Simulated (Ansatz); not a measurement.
## Step by step: Mg, relaxation of cell and atoms

Theory: DFT, PBE, PAW with Ansatz's default frozen-core files, scalar-relativistic (Ansatz 0.2.0).

Command: `ansatz run input.yaml --threads 1 --pin off --max-ram 2048MiB --backend cpu --events-out ev --progress --plain --runs-dir out` The run took about 2.8 s on 1 thread of a shared machine.

```yaml
crystal:
  lattice:
    - [0.0, 2.138847685, 2.138847685]
    - [2.138847685, 0.0, 2.138847685]
    - [2.138847685, 2.138847685, 0.0]
  atoms:
    - { symbol: Mg, position: [0.0, 0.0, 0.0] }
kpoints:
  mp_grid: { grid: [13, 13, 13] }
scf:
  occupations: { method: fermi_dirac, width: 0.08 }
hamiltonian:
  xc: pbe
  pseudopotentials: { kind: paw }
output:
  forces: true
  stress: true
relax:
  f_tol: 0.005
  max_steps: 80
  cell: {}
```

The cell is built from the fcc type as a first guess.

The cutoff is 420 eV; energies and pressures of the walk include the program's estimate of the Pulay term.

Each frame lists the cell vectors (Å), then Cartesian positions (Å); symmetry keeps all forces zero. Free energies count from the first step, -1923.7150 eV.

The walk took 5 evaluations in all; steps that aren't listed are left out.

Step 1: E = 0.0 meV, P = 8.22 GPa

```
cell 0.0000 2.1388 2.1388 2.1388 0.0000 2.1388 2.1388 2.1388 0.0000
Mg    0.0000    0.0000    0.0000
```

Step 2:

```
cell 0.0000 2.2431 2.2431 2.2431 0.0000 2.2431 2.2431 2.2431 0.0000
Mg    0.0000    0.0000    0.0000
```

(1) Give the energy, pressure of step 2.

(2) How does the relaxation end?

## Answers

(1) E = -78.1 meV, P = 0.91 GPa
```
Mg    0.0000    0.0000    0.0000
```

(2) It converges, with a = 4.522 Å, b = 4.522 Å, c = 4.522 Å, α = 90.00°, β = 90.00°, γ = 90.00° (conventional cell, space group Fm-3m). The last solve (on a basis chosen afresh for the final cell, so its energy is not quite comparable) gives E = -79.8 meV, P = 0.02 GPa:
```
cell 0.0000 2.2612 2.2612 2.2612 0.0000 2.2612 2.2612 2.2612 0.0000
Mg    0.0000    0.0000    0.0000
```
